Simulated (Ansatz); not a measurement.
`O[SiH]([SiH3])[SeH]` + `FC(F)F` → `FC(F)(F)[SeH]` + `O[SiH2][SiH3]`  (formal exchange of groups at the Se–Si bond)

Program: Ansatz. Geometries: PBE0-D4/def2-TZVP. ΔE: electronic, gas phase. CCSD(T)/CBS adds triple-zeta CCSD(T) − MP2 to the extrapolated MP2 energy (def2 sets, frozen cores). This one scheme is used for every species. DFT in def2-TZVPP. B3LYP here is the variant with VWN-RPA as its local correlation; programs differ in this. For Se outer-core shells are correlated without core-valence functions, which leaves a few kJ/mol of doubt a bond. Scalar relativity is left out up to krypton. One conformer a species, not always the lowest.

```json
{"level": "B3LYP-D4", "ΔE (kJ/mol)": "138.5"}
{"level": "CCSD/def2-TZVPP", "ΔE (kJ/mol)": "142.6"}
```

(1) What does CCSD(T)/CBS give? (An estimate is asked.)

Largest T1 diagnostic among the species: 0.012.

Answers

(1) Computed: +145.2 kJ/mol. The listed levels differ from it by -6.7, -2.6 kJ/mol.

From PBE to PBE0 (25 % exact exchange), in def2-TZVPP and without D4, ΔE moves by +7.7 kJ/mol. The D4 term adds +4.7 kJ/mol with B3LYP and +2.8 kJ/mol with PBE0; it sums over pairs of atoms, weighted by their polarisabilities, and B3LYP, whose exchange is more repulsive, gets the larger term.

CCSD(T)/CBS has its own doubt, a few kJ/mol and more with outer-core shells, so smaller differences from it don't rank the levels.
